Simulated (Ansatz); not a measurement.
# A film clamped to a substrate in SiO₂

The calculation used DFT r2SCAN, scalar-relativistic, plane waves, PAW (Ansatz). Cutoff 500 eV, Γ-centred 6×6×4 k-points, Gaussian smearing of 0.05 eV. No spin polarisation. Energies are free energies at this smearing, counted from the undisturbed cell; pressure is positive in compression.

Zero of the scan (relaxed at this level; this form isn't the usual structure):

```
CELL_PARAMETERS angstrom
5.05968 0.00000 0.00000
-2.52984 4.38181 0.00000
0.00000 0.00000 5.54109
ATOMIC_POSITIONS crystal
Si 0.00000 0.50000 0.33333
Si 0.50000 0.50000 0.66667
Si 0.50000 0.00000 0.00000
O 0.58350 0.79175 0.83333
O 0.79175 0.58350 0.50000
O 0.79175 0.20825 0.16667
O 0.41650 0.20825 0.83333
O 0.20825 0.41650 0.50000
O 0.20825 0.79175 0.16667
```

The cell (9 atoms, V0 = 122.85 Å³) is strained by p along both x and y and by q along z, fractional coordinates fixed. τp = (1/V0) ∂E/∂p = (σxx + σyy)(1 + p)(1 + q) and τq = (1/V0) ∂E/∂q = σzz(1 + p)², with tension positive.

```csv
p,q,ΔE (meV/atom),τp (GPa),τq (GPa)
0.000,0.000,0.00,0.06,0.03
-0.015,0.000,7.87,-12.56,-5.19
0.015,0.000,7.59,11.67,4.75
0.000,-0.015,2.30,-5.04,-3.64
0.000,0.015,2.34,4.88,3.61
```

Get the second derivatives of the energy density.

Central differences give A = ∂τp/∂p = 807 GPa (C11 + C22 + 2 C12), C = ∂τq/∂q = 242 GPa (C33) and the cross term B = ∂τq/∂p = 331 GPa (C13 + C23); ∂τp/∂q = 331 GPa must equal B, and any difference shows higher-order terms. The ions are clamped.

A film of this crystal grows with z along the normal on a substrate that imposes p. How does its thickness respond, and what does the misfit cost?

Count p and q from the stress-free cell. A free surface needs τq = 0, so q = −(B/C) p = -1.37 p. The energy density left is (A − B²/C) p²/2 = M p², with the biaxial modulus M = 177 GPa; a misfit of 1 % costs 1.51 meV/atom, against 3.44 meV/atom if the thickness were held.

Forces appear on the atoms along this scan, and letting them relax would lower the energy and soften the response.

Letting the thickness adjust removes more than half the misfit energy, from 3.44 to 1.51 meV/atom at 1 % misfit. The strong coupling follows from the Si–O bonds running obliquely to z: in-plane tension stretches the same bonds that a contraction along z shortens, so the film thins by more than the strain imposed on either in-plane axis.

The moduli lie well above those known for quartz. With fractional coordinates fixed, strain has to stretch stiff Si–O bonds and distort the tetrahedra, whereas the real framework deforms largely by tilting nearly rigid tetrahedra about flexible Si–O–Si hinges. The ratio −1.37 is therefore probably exaggerated too, since tilting need not soften B and C equally. The cell has the high-quartz arrangement, in which the tilt leading to low quartz is zero by symmetry. Relaxing the atoms from these symmetric positions would not switch it on, so a realistic film response would need a starting structure with that symmetry broken.
